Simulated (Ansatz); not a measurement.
# TePt: further runs on the relaxed cell

An exercise on one series of results from a longer session: the logs are not shown, and one member is left open.

Computed with Ansatz 0.2.0 (DFT PBEsol, scalar-relativistic, plane waves, PAW, unless a step's input says otherwise).

### Starting point

The structure is hexagonal, space group P6_3/mmc (No. 194). Conventional cell: a = 4.223 Å, b = 4.223 Å, c = 5.542 Å, α = 90.00°, β = 90.00°, γ = 120.00°. Te (site symmetry -6m2) has 6 Pt at 2.80 Å in its first shell of neighbours. Around Pt (site symmetry -3m) lie 2 Pt at 2.77 Å and 6 Te at 2.80 Å.

Coordinates:

```
CELL_PARAMETERS angstrom
4.22315 0.00000 0.00000
-2.11157 3.65735 0.00000
0.00000 0.00000 5.54165
ATOMIC_POSITIONS crystal
Te 0.33333 0.66667 0.25000
Te 0.66667 0.33333 0.75000
Pt 0.00000 0.00000 0.00000
Pt 0.00000 0.00000 0.50000
```

This cell was relaxed beforehand with the same method: volume 21.40 Å³/atom, gap on the mesh none (metal).

Set-up of the first run:

Contents of input.yaml:

```yaml
crystal:
  lattice:
    - [4.1804862048, 0.0, 0.0]
    - [-2.0902431024, 3.6204072535, 0.0]
    - [0.0, 0.0, 5.485669178]
  atoms:
    - { symbol: Te, position: [0.3333333333, 0.6666666667, 0.25] }
    - { symbol: Te, position: [0.6666666667, 0.3333333333, 0.75] }
    - { symbol: Pt, position: [0.0, 0.0, 0.0] }
    - { symbol: Pt, position: [0.0, 0.0, 0.5] }
basis:
  ecutwfc: 420
kpoints:
  mp_grid: { grid: [12, 12, 8] }
hamiltonian:
  xc: pbesol
scf:
  occupations: { method: gaussian, width: 0.1 }
output:
  forces: true
  stress: true
  eigenvalues: true
relax:
  adjacent_minimum: "off"
  f_tol: 0.01
  max_steps: 30
  cell: { stress_tol: 0.1, fix: [volume] }
```

Launch:

```
$ ansatz run input.yaml --threads 1 --pin off --max-ram 2560MiB --backend cpu --events-out ev --progress --plain --runs-dir out
```

Among the steps run: Volume × 0.97; The cell scaled to 1.03 of its volume; Volume × 0.94; Point at V/V0 = 1.06; Point at V/V0 = 0.91; Point at V/V0 = 1.10; The cell scaled to 0.88 of its volume.

One of the session's tables, all rows but one given; the rest of the session is left out.

It belongs to the step «Equation of state». 

```
volume (Å³/atom)  energy above the lowest point (meV/atom)  pressure (GPa)
          18.831                                     169.5           24.05
          19.473                                      89.2           16.33
          20.115                                         ?               ?
          20.756                                       8.7            4.50
          21.398                                       0.0            0.00
          22.040                                       7.8           -3.74
          22.682                                      29.3           -6.89
          23.538                                      75.4          -10.22
```

Q: Estimate the row for volume (Å³/atom) = 20.115 from the others.

Worked estimate for «energy above the lowest point (meV/atom)». A straight line through the neighbours (19.473, 89.2) and (20.756, 8.7) gives 89.2 + (8.7 − 89.2) × (20.115 − 19.473) / (20.756 − 19.473) = 48.9; a parabola fitted to 4 rows on both sides gives 37.0.

The run gave: energy above the lowest point (meV/atom): 37.2; pressure (GPa): 9.88. In «energy above the lowest point (meV/atom)» the line misses by +11.7 and the parabola by -0.2.
